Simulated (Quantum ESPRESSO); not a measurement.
**BaS (Fm-3m): modes at Γ and the response to a field**

Aim: the zone-centre modes of BaS (Fm-3m).

Main program and level: Quantum ESPRESSO 7.5; DFT LDA, scalar-relativistic, plane waves, PseudoDojo norm-conserving pseudopotentials.

## 1. Starting point

The structure is cubic, space group Fm-3m (No. 225). The conventional cell has a = 6.388 Å, b = 6.388 Å, c = 6.388 Å, α = 90.00°, β = 90.00°, γ = 90.00°. Ba has 6 S at 3.19 Å nearest. Nearest to S lie 6 Ba at 3.19 Å. Farther neighbours and most contacts between anions are not listed.

## 2. A probe with smearing

A cheap run with smearing and empty bands tells whether the crystal has a gap, which decides between fixed occupations and smearing later on.

File probe.in:

```
&control
   calculation = 'scf'
   prefix = 'x'
   outdir = './tmp'
   pseudo_dir = './pseudo'
   tprnfor = .true.
   tstress = .true.
   verbosity = 'high'
/
&system
   ibrav = 0
   nat = 2
   ntyp = 2
   ecutwfc = 57.0
   occupations = 'smearing'
   smearing = 'gaussian'
   degauss = 0.01
/
&electrons
   conv_thr = 1.0d-07
   mixing_beta = 0.7
   electron_maxstep = 100
/
ATOMIC_SPECIES
 Ba    137.3270  Ba.upf
 S      32.0600  S.upf
CELL_PARAMETERS angstrom
     0.000000000    3.193750000    3.193750000
     3.193750000    0.000000000    3.193750000
     3.193750000    3.193750000    0.000000000
ATOMIC_POSITIONS crystal
 Ba     0.000000000   0.000000000   0.000000000
 S      0.500000000   0.500000000   0.500000000
K_POINTS automatic
 6 6 6 0 0 0
```

Run with:

```bash
$ OMP_NUM_THREADS=1 mpirun -n 4 pw.x -nk 4 -in probe.in > probe.out
```

Log:

```text
[banners, grids, parts of the stress and lines that vanish by symmetry left out]
Program PWSCF v.7.5
     Message from routine setup:
     using ibrav=0 with symmetry is DISCOURAGED, use correct ibrav instead
[...]
kinetic-energy cutoff     =      57.0000  Ry
     charge density cutoff     =     228.0000  Ry
     scf convergence threshold =      1.0E-07
[...]
Exchange-correlation= SLA  PW   NOGX NOGC
                           (   1   4   0   0   0   0   0)
[...]
48 Sym. Ops., with inversion, found
[...]
(     0          1          0      )
                  (     0          0          1      )
[...]
( -0.0000000  1.0000000  0.0000000 )
                  ( -0.0000000  0.0000000  1.0000000 )
[...]
(     1          0         -1      )
                  (     0          0         -1      )
[...]
(  0.0000000 -1.0000000 -0.0000000 )
[...]
(    -1          1          0      )
                  (     0          1         -1      )
[...]
( -1.0000000  0.0000000 -0.0000000 )
                  ( -0.0000000  1.0000000 -0.0000000 )
[...]
number of k points=    16  Gaussian smearing, width (Ry)=  0.0100
[...]
End of self-consistent calculation
[...]
the Fermi energy is     6.5557 ev
!    total energy              =     -78.76843516 Ry
[...]
convergence has been achieved in   7 iterations
[...]
atom    1 type  1   force =    -0.00000000   -0.00000000    0.00000000
     atom    2 type  2   force =     0.00000000    0.00000000   -0.00000000
[...]
Total force =     0.000000     Total SCF correction =     0.000000
[...]
total   stress  (Ry/bohr**3)                   (kbar)     P=      -21.91
[...]
XML data file, charge density, pseudopotentials, collected wavefunctions

   JOB DONE.
```

Wall time 3.6 s (4 MPI ranks of Intel Xeon Platinum 8488C (Sapphire Rapids), shared host); 13 s of CPU time.

Numbers from this step:

```
volume per atom   : 32.58 Å³
pressure          : -2.191 GPa
gap on the k-mesh : 1.948 eV
```

A gap of 1.9 eV opens on this mesh, so the crystal is taken as an insulator; the start stands at -2.2 GPa.

## 3. Relaxing the cell and atoms

The relaxation runs at a cutoff a fifth above that of the response, since stress converges more slowly with the basis than frequencies do. Forces and stress are brought to rest with tight thresholds.

File relax.in:

```
&control
   calculation = 'vc-relax'
   prefix = 'x'
   outdir = './tmp'
   pseudo_dir = './pseudo'
   tprnfor = .true.
   tstress = .true.
   forc_conv_thr = 2.0d-05
   etot_conv_thr = 1.0d-07
   nstep = 40
/
&system
   ibrav = 0
   nat = 2
   ntyp = 2
   ecutwfc = 68
   occupations = 'fixed'
   nbnd = 10
/
&electrons
   conv_thr = 1.0d-11
   mixing_beta = 0.7
   electron_maxstep = 100
/
&ions
/
&cell
   press_conv_thr = 0.2
/
ATOMIC_SPECIES
 Ba    137.3270  Ba.upf
 S      32.0600  S.upf
CELL_PARAMETERS angstrom
     0.000000000    3.193750000    3.193750000
     3.193750000    0.000000000    3.193750000
     3.193750000    3.193750000    0.000000000
ATOMIC_POSITIONS crystal
 Ba     0.000000000   0.000000000   0.000000000
 S      0.500000000   0.500000000   0.500000000
K_POINTS automatic
 6 6 6 0 0 0
```

Run with:

```bash
$ OMP_NUM_THREADS=1 mpirun -n 4 pw.x -nk 4 -in relax.in > relax.out
```

Log:

```text
[banners, grids, parts of the stress and lines that vanish by symmetry left out]
[banner, memory and clock lines left out]
Program PWSCF v.7.5

[...]
kinetic-energy cutoff     =      68.0000  Ry
     charge density cutoff     =     272.0000  Ry
     scf convergence threshold =      1.0E-11
[...]
energy convergence thresh.=      1.0E-07
     force convergence thresh. =      2.0E-05
     press convergence thresh. =      2.0E-01
     Exchange-correlation= SLA  PW   NOGX NOGC
                           (   1   4   0   0   0   0   0)
[...]
48 Sym. Ops., with inversion, found
[...]
number of k points=    16
[...]
End of self-consistent calculation
[...]
highest occupied, lowest unoccupied level (ev):     5.6375    7.5855
!    total energy              =     -78.76844127 Ry
[...]
convergence has been achieved in  10 iterations
[...]
atom    1 type  1   force =    -0.00000000    0.00000000    0.00000000
     atom    2 type  2   force =     0.00000000    0.00000000   -0.00000000
     Total force =     0.000000     Total SCF correction =     0.000000
[...]
total   stress  (Ry/bohr**3)                   (kbar)     P=      -21.91
[...]
number of bfgs steps    =   0
[...]
CELL_PARAMETERS (angstrom)
[...]
ATOMIC_POSITIONS (crystal)
Ba               0.0000000000       -0.0000000000        0.0000000000
S                0.5000000000        0.5000000000        0.5000000000
[...]
New effective cutoffs (rho, wfc):  273.80   68.49
[...]
End of self-consistent calculation
[...]
highest occupied, lowest unoccupied level (ev):     5.7458    7.6748
!    total energy              =     -78.76909366 Ry
[...]
convergence has been achieved in   8 iterations
[...]
atom    1 type  1   force =     0.00000000   -0.00000000   -0.00000000
     atom    2 type  2   force =    -0.00000000    0.00000000    0.00000000
     Total force =     0.000000     Total SCF correction =     0.000000
[...]
total   stress  (Ry/bohr**3)                   (kbar)     P=      -17.28
[...]
number of bfgs steps    =   1
[...]
CELL_PARAMETERS (angstrom)
[...]
ATOMIC_POSITIONS (crystal)
Ba              -0.0000000000        0.0000000000        0.0000000000
S                0.5000000000        0.5000000000        0.5000000000
[...]
New effective cutoffs (rho, wfc):  276.90   69.26
[...]
End of self-consistent calculation
[...]
highest occupied, lowest unoccupied level (ev):     5.9116    7.8108
!    total energy              =     -78.76976626 Ry
[...]
convergence has been achieved in  11 iterations
[...]
atom    1 type  1   force =     0.00000000    0.00000000    0.00000000
     atom    2 type  2   force =     0.00000000    0.00000000    0.00000000
     Total force =     0.000000     Total SCF correction =     0.000000
[...]
total   stress  (Ry/bohr**3)                   (kbar)     P=       -9.82
[...]
number of bfgs steps    =   2
[...]
CELL_PARAMETERS (angstrom)
[...]
ATOMIC_POSITIONS (crystal)
[...]
New effective cutoffs (rho, wfc):  280.95   70.28
[...]
End of self-consistent calculation
[...]
highest occupied, lowest unoccupied level (ev):     6.1308    7.9891
!    total energy              =     -78.77005837 Ry
[...]
convergence has been achieved in  11 iterations
[...]
atom    1 type  1   force =    -0.00000000    0.00000000   -0.00000000
     atom    2 type  2   force =    -0.00000000    0.00000000    0.00000000
     Total force =     0.000000     Total SCF correction =     0.000000
[...]
total   stress  (Ry/bohr**3)                   (kbar)     P=        0.71
[...]
number of bfgs steps    =   3
[...]
CELL_PARAMETERS (angstrom)
[...]
ATOMIC_POSITIONS (crystal)
[...]
New effective cutoffs (rho, wfc):  280.68   70.21
[...]
End of self-consistent calculation
[...]
highest occupied, lowest unoccupied level (ev):     6.1160    7.9771
!    total energy              =     -78.77005979 Ry
[...]
convergence has been achieved in   9 iterations
[...]
atom    1 type  1   force =    -0.00000000    0.00000000    0.00000000
     atom    2 type  2   force =     0.00000000   -0.00000000   -0.00000000
     Total force =     0.000000     Total SCF correction =     0.000000
[...]
total   stress  (Ry/bohr**3)                   (kbar)     P=       -0.03
[...]
number of bfgs steps    =   4
[...]
small trust_radius: resetting bfgs history
[...]
CELL_PARAMETERS (angstrom)
[...]
ATOMIC_POSITIONS (crystal)
[...]
New effective cutoffs (rho, wfc):  280.68   70.21
[...]
End of self-consistent calculation
[...]
highest occupied, lowest unoccupied level (ev):     6.1161    7.9772
!    total energy              =     -78.77005979 Ry
[...]
convergence has been achieved in   3 iterations
[...]
atom    1 type  1   force =     0.00000000   -0.00000000   -0.00000000
     atom    2 type  2   force =    -0.00000000    0.00000000    0.00000000
     Total force =     0.000000     Total SCF correction =     0.000000
[...]
total   stress  (Ry/bohr**3)                   (kbar)     P=       -0.02
[...]
bfgs converged in   6 scf cycles and   5 bfgs steps
[...]
End of BFGS Geometry Optimization
     Final enthalpy           =     -78.7700597884 Ry
     File ./tmp/x.bfgs deleted, as requested
[...]
CELL_PARAMETERS (angstrom)
[...]
ATOMIC_POSITIONS (crystal)
Ba              -0.0000000000        0.0000000000        0.0000000000
S                0.5000000000        0.5000000000        0.5000000000
[...]
Final scf calculation at the relaxed structure.
[...]
kinetic-energy cutoff     =      68.0000  Ry
     charge density cutoff     =     272.0000  Ry
     scf convergence threshold =      1.0E-13
[...]
press convergence thresh. =      2.0E-01
     Exchange-correlation= SLA  PW   NOGX NOGC
                           (   1   4   0   0   0   0   0)
[...]
48 Sym. Ops., with inversion, found
[...]
number of k points=    16
[...]
c_bands:  1 eigenvalues not converged
     c_bands:  1 eigenvalues not converged
     c_bands:  1 eigenvalues not converged
[...]
End of self-consistent calculation
[...]
highest occupied, lowest unoccupied level (ev):     6.1161    7.9772
!    total energy              =     -78.77005898 Ry
[...]
convergence has been achieved in  13 iterations
[...]
atom    1 type  1   force =     0.00000000    0.00000000    0.00000000
     atom    2 type  2   force =     0.00000000    0.00000000    0.00000000
     Total force =     0.000000     Total SCF correction =     0.000000
[...]
total   stress  (Ry/bohr**3)                   (kbar)     P=       -0.02
[...]
XML data file, charge density, pseudopotentials, collected wavefunctions
```

Wall time 18 s (4 MPI ranks); 70 s of CPU time.

Relaxation path:

```
step  energy less that of the first step (eV)  largest force (eV/Å)  pressure (GPa)  volume (Å³)
   1                                   0.0000                0.0000           -2.19        65.15
   2                                  -0.0089                0.0000           -1.73        64.43
   3                                  -0.0180                0.0000           -0.98        63.35
   4                                  -0.0220                0.0000            0.07        61.98
   5                                  -0.0220                0.0000            0.00        62.08
   6                                  -0.0220                0.0000            0.00        62.07
   7                                  -0.0220                0.0000            0.00        62.07
```

```
conventional cell, symmetrised  before  after  change
                         a (Å)   6.388  6.285  -1.6 %
                         b (Å)   6.388  6.285  -1.6 %
                         c (Å)   6.388  6.285  -1.6 %
              volume (Å³/atom)   32.58  31.04  -4.7 %
```

The relaxed structure:

```xyz
2
Lattice="0.0000 3.1426 3.1426 3.1426 0.0000 3.1426 3.1426 3.1426 0.0000" Properties=species:S:1:pos:R:3 pbc="T T T"
Ba    0.0000    0.0000    0.0000
S     3.1426    3.1426    3.1426
```

The last row of the table of steps is pw.x's closing run on a basis chosen anew for the final cell, so its energy can jump.

This step gave:

```yaml
volume_per_atom: 31.04 Å³
pressure: -0.002 GPa
gap_on_the_k_mesh: 1.861 eV
```

The volume changes by -4.7 % from the cell with which this run began.

## 4. Self-consistent run for the response

Perturbation theory inherits every error of the wavefunctions, so the threshold is set near the limit of the arithmetic. With a gap, occupations are fixed, which also allows the response to an electric field.

File scf.in:

```
&control
   calculation = 'scf'
   prefix = 'x'
   outdir = './tmp'
   pseudo_dir = './pseudo'
   tprnfor = .true.
   tstress = .true.
/
&system
   ibrav = 0
   nat = 2
   ntyp = 2
   ecutwfc = 57.0
   occupations = 'fixed'
   nbnd = 10
/
&electrons
   conv_thr = 1.0d-12
   mixing_beta = 0.7
   electron_maxstep = 100
/
ATOMIC_SPECIES
 Ba    137.3270  Ba.upf
 S      32.0600  S.upf
CELL_PARAMETERS angstrom
     0.000000000    3.142634819    3.142634819
     3.142634819    0.000000000    3.142634819
     3.142634819    3.142634819    0.000000000
ATOMIC_POSITIONS crystal
 Ba     0.000000000   0.000000000   0.000000000
 S      0.500000000   0.500000000   0.500000000
K_POINTS automatic
 6 6 6 0 0 0
```

Run with:

```bash
$ OMP_NUM_THREADS=1 mpirun -n 4 pw.x -nk 4 -in scf.in > scf.out
```

Log:

```text
[banners, grids, parts of the stress and lines that vanish by symmetry left out]
[banner, memory and clock lines left out]
Program PWSCF v.7.5

[...]
kinetic-energy cutoff     =      57.0000  Ry
     charge density cutoff     =     228.0000  Ry
     scf convergence threshold =      1.0E-12
[...]
Exchange-correlation= SLA  PW   NOGX NOGC
                           (   1   4   0   0   0   0   0)
[...]
48 Sym. Ops., with inversion, found
[...]
number of k points=    16
[...]
End of self-consistent calculation
[...]
highest occupied, lowest unoccupied level (ev):     6.1161    7.9772
!    total energy              =     -78.77005279 Ry
[...]
convergence has been achieved in  12 iterations
[...]
atom    1 type  1   force =    -0.00000000   -0.00000000    0.00000000
     atom    2 type  2   force =    -0.00000000    0.00000000   -0.00000000
     Total force =     0.000000     Total SCF correction =     0.000000
[...]
total   stress  (Ry/bohr**3)                   (kbar)     P=       -0.04
[...]
XML data file, charge density, pseudopotentials, collected wavefunctions
```

Wall time 4 s (4 MPI ranks).

Numbers from this step:

```
pressure : -0.004 GPa
```

The cell stands at -0.004 GPa, close enough for phonons.

(Part 1 of 2 ends here.)

[Host names and launcher messages were left out of these logs when they were recorded.]

[Logs are printed without paths, hosts, clocks, repeated set-up lines and the standing remarks that a program may print on its own settings, such as how far it seeks lower states.]

[Hosts, paths, dates, database ids (printed as entryN), source tags and the programs' standing remarks are cut or masked in the printed files.]
